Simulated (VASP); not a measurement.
# BN (F-43m) in VASP: further runs

The runs below take BN through single point, with r2SCAN.

Program: VASP 6.6.1. These are calculated values, not measurements. Logs are shortened: lines on timing, memory, paths and dates and some standing lists are left out, and cuts for length are marked.

**Experimental background.**

A printed reference work, monograph reports, for a bulk crystal of BN at 300 K: band gap 6.4 eV (indirect).

The runs below are set against these values where they give the same quantity.

## (1) The cell of the first run

The structure is cubic, space group F-43m (No. 216). Conventional cell: a = 3.610 Å, b = 3.610 Å, c = 3.610 Å, α = 90.00°, β = 90.00°, γ = 90.00°. B (site symmetry -43m) has 4 N at 1.56 Å within 2.1 Å. Within 2.1 Å of N (site symmetry -43m) lie 4 B at 1.56 Å.

## (2) Single point, r2SCAN

File POSCAR:

```
BN
1.0
    0.0000000000      1.8048651813      1.8048651813
    1.8048651813      0.0000000000      1.8048651813
    1.8048651813      1.8048651813      0.0000000000
B N
1 1
Direct
    0.0000000000      0.0000000000      0.0000000000
    0.2500000000      0.2500000000      0.2500000000
```

File INCAR.step1:

```
SYSTEM = BN
PREC     = Accurate       ! precision mode
ENCUT    = 1460           ! plane-wave cutoff, eV
ISMEAR   = 0              ! smearing method
SIGMA    = 0.02           ! smearing width, eV
LREAL    = .False.        ! projectors in reciprocal space
LASPH    = .True.         ! aspherical terms in the spheres
NELM     = 120            ! most SCF steps
NBANDS   = 11             ! bands
GGA      = PE             ! functional
ALGO     = Normal         ! electronic algorithm
EDIFF    = 1E-5           ! SCF threshold, eV
LWAVE    = .True.         ! write WAVECAR
LCHARG   = .False.        ! write CHGCAR
GGA_COMPAT= .False.
```

File INCAR.step2:

```
SYSTEM = BN
PREC     = Accurate       ! precision mode
ENCUT    = 1460           ! plane-wave cutoff, eV
EDIFF    = 1E-6           ! SCF threshold, eV
ISMEAR   = 0              ! smearing method
SIGMA    = 0.02           ! smearing width, eV
LREAL    = .False.        ! projectors in reciprocal space
LASPH    = .True.         ! aspherical terms in the spheres
NELM     = 120            ! most SCF steps
ALGO     = Normal         ! electronic algorithm
ISIF     = 2              ! what is computed and relaxed
LWAVE    = .False.        ! write WAVECAR
LCHARG   = .False.        ! write CHGCAR
METAGGA  = R2SCAN         ! meta-GGA
LMIXTAU  = .True.       
NBANDS   = 11             ! bands
ISTART   = 1            
GGA_COMPAT= .False.
```

File KPOINTS:

```
Automatic mesh
0
Gamma
  12 12 12
  0 0 0
```

Potentials or basis: VASP PAW PBE potentials, release 64 (B_h, N_h).

Started as:

```console
$ cat potpaw_PBE.64/B_h/POTCAR potpaw_PBE.64/N_h/POTCAR > POTCAR
$ cp INCAR.step1 INCAR
$ mpirun -np 1 vasp_std > vasp.out
$ cp INCAR.step2 INCAR
$ mpirun -np 1 vasp_std > vasp.out
```

OUTCAR:

```text
SYSTEM = BN
   PREC = Accurate
   ENCUT = 1460
   EDIFF = 1E-6
   ISMEAR = 0
   LREAL = .False.
   LASPH = .True.
   NELM = 120
   ISIF = 2
   METAGGA = R2SCAN
   ISTART = 1

 ion  position               nearest neighbor table
   1  0.000  0.000  0.000-
   2  0.250  0.250  0.250-

  LATTYP: Found a face centered cubic cell.
 ALAT       =     3.6097303626

  Lattice vectors:

 A1 = (   0.0000000000,   1.8048651813,   1.8048651813)
 A2 = (   1.8048651813,   0.0000000000,   1.8048651813)
 A3 = (   1.8048651813,   1.8048651813,   0.0000000000)

Analysis of symmetry for initial positions (statically):
=====================================================================
 Subroutine PRICEL returns:
 Original cell was already a primitive cell.

 Routine SETGRP: Setting up the symmetry group for a
 face centered cubic supercell.

 Subroutine GETGRP returns: Found 24 space group operations
 (whereof 24 operations were pure point group operations)
 out of a pool of 48 trial point group operations.

The static configuration has the point symmetry T_d .

Analysis of symmetry for dynamics (positions and initial velocities):
=====================================================================
 Subroutine PRICEL returns:
 Original cell was already a primitive cell.

 Routine SETGRP: Setting up the symmetry group for a
 face centered cubic supercell.

 Subroutine GETGRP returns: Found 24 space group operations
 (whereof 24 operations were pure point group operations)
 out of a pool of 48 trial point group operations.

The dynamic configuration has the point symmetry T_d .

 Subroutine INISYM returns: Found 24 space group operations
 (whereof 24 operations are pure point group operations),
 and found     1 'primitive' translations

----------------------------------------------------------------------------------------

                                     Primitive cell

  volume of cell :      11.7588

  direct lattice vectors                    reciprocal lattice vectors
     0.000000000  1.804865181  1.804865181    -0.277029002  0.277029002  0.277029002
     1.804865181  0.000000000  1.804865181     0.277029002 -0.277029002  0.277029002
     1.804865181  1.804865181  0.000000000     0.277029002  0.277029002 -0.277029002

  length of vectors
     2.552464818  2.552464818  2.552464818     0.479828307  0.479828307  0.479828307

  position of ions in fractional coordinates (direct lattice)
     0.000000000  0.000000000  0.000000000
     0.250000000  0.250000000  0.250000000

  ion indices of the primitive-cell ions
   primitive index   ion index
                 1           1
                 2           2

----------------------------------------------------------------------------------------

 KPOINTS: Automatic mesh

Automatic generation of k-mesh.
 Grid dimensions read from file:
 generate k-points for:   12   12   12

 Generating k-lattice:

  Cartesian coordinates                     Fractional coordinates (reciprocal lattice)
    -0.023085750  0.023085750  0.023085750     0.083333333  0.000000000  0.000000000
     0.023085750 -0.023085750  0.023085750     0.000000000  0.083333333  0.000000000
     0.023085750  0.023085750 -0.023085750     0.000000000  0.000000000  0.083333333

  Length of vectors
     0.039985692  0.039985692  0.039985692

  Shift w.r.t. Gamma in fractional coordinates (k-lattice)
     0.000000000  0.000000000  0.000000000

 Subroutine IBZKPT returns following result:
 ===========================================

 Found     72 irreducible k-points:

 Following reciprocal coordinates:
            Coordinates               Weight
  0.000000  0.000000  0.000000      1.000000
  0.083333  0.000000  0.000000      8.000000
  0.166667  0.000000  0.000000      8.000000
  0.250000  0.000000  0.000000      8.000000
  0.333333  0.000000  0.000000      8.000000
  0.416667  0.000000  0.000000      8.000000
[... 16 lines left out ...]
  0.500000  0.166667  0.000000     24.000000
 -0.416667  0.166667  0.000000     24.000000
 [... further k-points ...]
   k-points           NKPTS =     72   k-points in BZ     NKDIM =     72   number of bands    NBANDS=     11
   number of dos      NEDOS =    301   number of ions     NIONS =      2
   total plane-waves  NPLWV =  32768
   dimension x,y,z NGX =    32 NGY =   32 NGZ =   32
   dimension x,y,z NGXF=    64 NGYF=   64 NGZF=   64
   ions per type =               1   1
   NGX,Y,Z   is equivalent  to a cutoff of  20.84, 20.84, 20.84 a.u.
   NGXF,Y,Z  is equivalent  to a cutoff of  41.68, 41.68, 41.68 a.u.
 SYSTEM =  BN
   PREC   = accura    normal or accurate (medium, high low for compatibility)
   ISTART =      1    job   : 0-new  1-cont  2-samecut
   ICHARG =      0    charge: 1-file 2-atom 10-const
   ISPIN  =      1    spin polarized calculation?
   LNONCOLLINEAR =      F non collinear calculations
   LSORBIT =      F    spin-orbit coupling
   LASPH  =      T    aspherical Exc in radial PAW
   ENCUT  = 1460.0 eV 107.31 Ry   10.36 a.u.   7.95  7.95  7.95*2*pi/ulx,y,z
   NELM   =    120;   NELMIN=  2; NELMDL=  0     # of ELM steps
   EDIFF  = 0.1E-05   stopping-criterion for ELM
   LREAL  =      F    real-space projection
   EDIFFG = 0.1E-04   stopping-criterion for IOM
   NSW    =      0    number of steps for IOM
   IBRION =     -1    ionic relax: 0-MD 1-quasi-New 2-CG
   NFREE  =      0    steps in history (QN), initial steepest desc. (CG)
   ISIF   =      2    stress and relaxation
   ISYM   =      2    0-nonsym 1-usesym 2-fastsym
   POTIM  = 0.5000    time-step for ionic-motion
   TEBEG  =    0.0;   TEEND  =   0.0 temperature during run
   PSTRESS=    0.0 pullay stress
   NELECT =       8.0000    total number of electrons
   NUPDOWN=      -1.0000    fix difference up-down
   EMIN   =  10.00;   EMAX   =-10.00  energy-range for DOS
   EFERMI =   0.00;   METHOD = LEGACY
   ISMEAR =     0;   SIGMA  =   0.02  broadening in eV -4-tet -1-fermi 0-gaus
   EFERMI_NEDOS =   21; number of points for ismear=-14 and -15
   IALGO  =     38    algorithm
   IMIX   =      4    mixing-type and parameters
     AMIX     =   0.40;   BMIX     =  1.00
     AMIX_MAG =   1.60;   BMIX_MAG =  1.00
  volume/ion in A,a.u.               =       5.88        39.68
  Fermi-wavevector in a.u.,A,eV,Ry     =   1.439848  2.720919 28.207095  2.073163
  Thomas-Fermi vector in A             =   2.558658
   LORBIT       =      0    0 simple, 1 ext, 2 COOP (PROOUT), +10 PAW based schemes
   METAGGA = R2SCAN    functional components
   LHFCALC =     F    Hartree Fock is set to
   AEXX    =    0.0000 exact exchange contribution
   IVDW    =     0    specifies the selected vdW correction
   LEPSILON=     F    determine dielectric tensor
   LRPA    =     F    only Hartree local field effects (RPA)
 non-spin polarized calculation
 Gauss-broadening in eV      SIGMA  =   0.02
  energy-cutoff  :     1460.00
  volume of cell :       11.76
 maximum number of plane-waves:      1524
   NGX = 15   NGY = 15   NGZ = 15

 number of electron       8.0000000 magnetization

 Free energy of the ion-electron system (eV)
  ---------------------------------------------------
  ext. energy  EPLUGINS =         0.00000000
  ---------------------------------------------------
  free energy    TOTEN  =       -19.20399352 eV

  energy without entropy =      -19.20399352  energy(sigma->0) =      -19.20399352

 E-fermi :   9.2296     XC(G=0): -13.7797

 val. band max:        8.9843700028   @ k =   0.0000   0.0000   0.0000
 cond. band min:      13.9823044210   @ k =   0.5000   0.5000   0.0000
 fundamental gap:      4.9979344182
 Fermi energy:         9.2296003739

 k-point     1 :       0.0000    0.0000    0.0000
  band No.  band energies     occupation
      1     -12.3491      2.00000
      2       8.9844      2.00000
      3       8.9844      2.00000
      4       8.9844      2.00000
      5      18.5557      0.00000
      6      18.5557      0.00000
      7      18.5557      0.00000
      8      20.1229      0.00000
      9      35.2124      0.00000
     10      37.7411      0.00000
     11      37.7411      0.00000

 k-point     2 :       0.0833    0.0000    0.0000
  band No.  band energies     occupation
      1     -12.1736      2.00000
      2       8.0312      2.00000
      3       8.7978      2.00000
      4       8.7979      2.00000
      5      18.7801      0.00000
      6      18.8444      0.00000
      7      18.8444      0.00000
      8      20.7114      0.00000
      9      35.0077      0.00000
     10      35.6450      0.00000
     11      35.6450      0.00000

 k-point     3 :       0.1667    0.0000    0.0000
  band No.  band energies     occupation
      1     -11.6541      2.00000
      2       5.8340      2.00000
      3       8.3424      2.00000
      4       8.3424      2.00000
      5      19.0940      0.00000
      6      19.5151      0.00000
      7      19.5151      0.00000
      8      22.1338      0.00000
      9      34.0414      0.00000
     10      34.0414      0.00000
     11      34.4311      0.00000

 k-point     4 :       0.2500    0.0000    0.0000
  band No.  band energies     occupation
      1     -10.8170      2.00000
      2       3.2551      2.00000
      3       7.8144      2.00000
      4       7.8144      2.00000
      5      19.3766      0.00000
      6      20.1502      0.00000
      7      20.1502      0.00000
      8      23.5866      0.00000
      9      33.6518      0.00000
     10      33.6518      0.00000
     11      33.8529      0.00000
[... 239 lines left out ...]
 k-point    22 :       0.4167    0.1667    0.0000
  band No.  band energies     occupation
      1      -8.8109      2.00000
      2       0.4465      2.00000
      3       5.7078      2.00000
      4       5.9104      2.00000
      5      18.1964      0.00000
      6      22.2902      0.00000
      7      22.8409      0.00000
      8      23.7388      0.00000
      9      30.7128      0.00000
     10      36.7906      0.00000
     11      38.8302      0.00000

 k-point    23 :       0.5000    0.1667    0.0000
  band No.  band energies     occupation
      1      -7.8378      2.00000
      2      -1.1438      2.00000
      3       5.0959      2.00000
      4       5.9855      2.00000
      5      18.5549      0.00000
      6      22.2083      0.00000
      7      22.5673      0.00000
      8      25.1784      0.00000
      9      31.1175      0.00000
     10      37.0255      0.00000
     11      38.0588      0.00000

 k-point    24 :      -0.4167    0.1667    0.0000
  band No.  band energies     occupation
      1      -7.6557      2.00000
      2      -1.4124      2.00000
      3       4.6772      2.00000
      4       6.3140      2.00000
      5      19.0256      0.00000
      6      22.0573      0.00000
      7      22.1458      0.00000
      8      25.8697      0.00000
      9      31.4102      0.00000
     10      35.6070      0.00000
     11      37.3353      0.00000

 [... further k-points ...]

------------------------ aborting loop because EDIFF is reached ----------------------------------------

  FORCE on cell =-STRESS in cart. coord.  units (eV):
  Direction    XX          YY          ZZ          XY          YZ          ZX
  --------------------------------------------------------------------------------------
  -------------------------------------------------------------------------------------
  Total       -0.0339715     -0.0339715     -0.0339715     -0.0000000      0.0000000     -0.0000000
  in kB       -4.6287201     -4.6287201     -4.6287201     -0.0000000      0.0000000     -0.0000000
  external PRESSURE =      -4.6287201 kB  Pullay stress =       0.0000000 kB

 VOLUME and BASIS-vectors are now :
 -----------------------------------------------------------------------------
  energy-cutoff  :     1460.00
  volume of cell :       11.76
      direct lattice vectors                 reciprocal lattice vectors
     0.000000000  1.804865181  1.804865181    -0.277029002  0.277029002  0.277029002
     1.804865181  0.000000000  1.804865181     0.277029002 -0.277029002  0.277029002
     1.804865181  1.804865181  0.000000000     0.277029002  0.277029002 -0.277029002

 POSITION                                       TOTAL-FORCE (eV/Angst)
 -----------------------------------------------------------------------------------
      0.00000      0.00000      0.00000        -0.000000     -0.000000     -0.000000
      0.90243      0.90243      0.90243         0.000000      0.000000      0.000000
 -----------------------------------------------------------------------------------
    total drift:                               -0.000000     -0.000000     -0.000000

  FREE ENERGIE OF THE ION-ELECTRON SYSTEM (eV)
  ---------------------------------------------------
  free  energy   TOTEN  =       -19.2039935155 eV

  energy  without entropy=      -19.2039935155  energy(sigma->0) =      -19.20399352
```

It took 37 s on 1 thread of Intel Xeon 6975P-C (Granite Rapids), shared host; peak memory 0.2 GiB.

Results:

```yaml
Free_energy: -19.2040 eV
Pressure: -0.5 GPa
Band_gap_on_the_k_mesh: 5.00 eV (least direct gap 9.57 eV)
```

Levels at points of the mesh, in eV from the valence-band top:
```tsv
k point	band 2	band 3	band 4	band 5	band 6	band 7
(0.00, 0.00, 0.00)	0.00	0.00	0.00	9.57	9.57	9.57
(0.50, 0.00, 0.00)	-11.11	-2.02	-2.02	10.84	11.51	11.51
(0.50, 0.50, 0.00)	-9.34	-5.11	-5.11	5.00	9.84	19.35
```

Caveat: the PAW data sets were made with another functional, which shifts forces and pressure a little.

## (3) Single point, r2SCAN (6.06 Å³/atom)

This run uses another cell than the first one, of 6.06 Å³/atom.

File POSCAR:

```
BN
1.0
    0.0000000000      1.8227362959      1.8227362959
    1.8227362959      0.0000000000      1.8227362959
    1.8227362959      1.8227362959      0.0000000000
B N
1 1
Direct
    0.0000000000      0.0000000000      0.0000000000
    0.2500000000      0.2500000000      0.2500000000
```

File INCAR.step1:

```
ALGO = Normal
EDIFF = 1E-5
ENCUT = 1460
GGA = PE
GGA_COMPAT = F
ISMEAR = 0
LASPH = T
LCHARG = F
LREAL = F
LWAVE = T
NBANDS = 11
NELM = 120
PREC = Accurate
SIGMA = 0.02
```

File INCAR.step2:

```
ALGO = Normal
EDIFF = 1E-6
ENCUT = 1460
GGA_COMPAT = F
ISIF = 2
ISMEAR = 0
ISTART = 1
LASPH = T
LCHARG = F
LMIXTAU = T
LREAL = F
LWAVE = F
METAGGA = R2SCAN
NBANDS = 11
NELM = 120
PREC = Accurate
SIGMA = 0.02
```

File KPOINTS:

```
k-points
0
Gamma
  12 12 12
```

Potentials or basis: VASP PAW PBE potentials, release 64 (B_h, N_h).

Started as:

```console
$ cat potpaw_PBE.64/B_h/POTCAR potpaw_PBE.64/N_h/POTCAR > POTCAR
$ cp INCAR.step1 INCAR
$ mpirun -np 1 vasp_std > vasp.out
$ cp INCAR.step2 INCAR
$ mpirun -np 1 vasp_std > vasp.out
```

It took 39 s on 1 thread of Intel Xeon 6975P-C (Granite Rapids), shared host; peak memory 0.2 GiB.

The run converged. Its results:

* Free energy: -19.1912 eV
* Pressure: -11.4 GPa
* Band gap on the k mesh: 4.96 eV (least direct gap 9.42 eV)

Levels at points of the mesh, in eV from the valence-band top:
```tsv
k point	band 1	band 2	band 3	band 4	band 5	band 6	band 7	band 8	band 9
(0.00, 0.00, 0.00)	-20.99	0.00	0.00	0.00	9.42	9.42	9.42	10.63	25.64
(0.50, 0.00, 0.00)	-16.82	-10.84	-1.96	-1.96	10.44	11.34	11.34	16.14	24.51
(0.50, 0.50, 0.00)	-15.44	-9.15	-4.96	-4.96	4.96	9.66	18.88	18.88	21.75
```

Caveat: the cell stands under tension; the PAW data sets were made with another functional, which shifts forces and pressure a little. A k mesh can miss the band edges.

## (4) Single point, r2SCAN (5.70 Å³/atom)

This run uses another cell than the first one, of 5.70 Å³/atom.

File POSCAR:

```
BN
1.0
    0.0000000000      1.7866329734      1.7866329734
    1.7866329734      0.0000000000      1.7866329734
    1.7866329734      1.7866329734      0.0000000000
B N
1 1
Direct
    0.0000000000      0.0000000000      0.0000000000
    0.2500000000      0.2500000000      0.2500000000
```

File INCAR.step1:

```
PREC = Accurate
ENCUT = 1460
ISMEAR = 0
SIGMA = 0.02
LREAL = False
LASPH = True
NELM = 120
NBANDS = 11
GGA = PE
ALGO = Normal
EDIFF = 1E-5
LWAVE = True
LCHARG = False
GGA_COMPAT = False
```

File INCAR.step2:

```
PREC = Accurate
ENCUT = 1460
EDIFF = 1E-6
ISMEAR = 0
SIGMA = 0.02
LREAL = False
LASPH = True
NELM = 120
ALGO = Normal
ISIF = 2
LWAVE = False
LCHARG = True
METAGGA = R2SCAN
LMIXTAU = True
LELF = True
LVHAR = True
NBANDS = 11
ISTART = 1
GGA_COMPAT = False
```

File KPOINTS:

```
Automatic mesh
0
Gamma
  12 12 12
```

Started as:

```console
$ cat potpaw_PBE.64/B_h/POTCAR potpaw_PBE.64/N_h/POTCAR > POTCAR
$ cp INCAR.step1 INCAR
$ mpirun -np 1 vasp_std > vasp.out
$ cp INCAR.step2 INCAR
$ mpirun -np 1 vasp_std > vasp.out
```

Wall time 74 s (1 thread of Intel Xeon 6975P-C (Granite Rapids), shared host); peak memory 0.2 GiB.

It converged, with:

```
Free energy            : -19.1909 eV
Pressure               : 12.1 GPa
Band gap on the k mesh : 5.04 eV (least direct gap 9.72 eV)
```

Levels at points of the mesh, in eV from the valence-band top:
```tsv
k point	band 1	band 2	band 3	band 4	band 5	band 6	band 7	band 8	band 9
(0.00, 0.00, 0.00)	-21.69	0.00	0.00	0.00	9.72	9.72	9.72	11.67	26.84
(0.50, 0.00, 0.00)	-17.23	-11.40	-2.08	-2.08	11.27	11.69	11.69	16.79	25.43
(0.50, 0.50, 0.00)	-15.76	-9.55	-5.27	-5.27	5.04	10.02	19.85	19.85	22.84
```

Caveat: the cell stands under pressure; the PAW data sets were made with another functional, which shifts forces and pressure a little.

## (5) Overview

| cell | gap on the mesh (eV) | pressure (GPa) |
| --- | --- | --- |
| a = 2.552 Å, angles 60.0°, 2 atoms | 5.00 | -0.5 |
| a = 2.578 Å, angles 60.0°, 2 atoms | 4.96 | -11.4 |
| a = 2.527 Å, angles 60.0°, 2 atoms | 5.04 | 12.1 |

Alike in all rows: task single point; level r2SCAN; potentials or basis VASP PAW PBE potentials, release 64 (B_h, N_h); no spin polarisation; k mesh 12 × 12 × 12; cutoff (eV) 1460; smearing gaussian 0.02 eV.

Caveats: the PAW data sets were made with another functional, which shifts forces and pressure a little; the cell stands under tension (at least some runs); the cell stands under pressure (at least some runs).

Absolute energies hang on the potentials; compare differences alone.

## (6) How close it comes

Step 2. Measured gap of BN: 6.4 eV (indirect; 300 K; a printed reference work, monograph). This calculation gives 5.00 eV (-1.40 eV). The value is that of r2SCAN on a finite k mesh, which can miss the band edges, without temperature or zero-point motion.
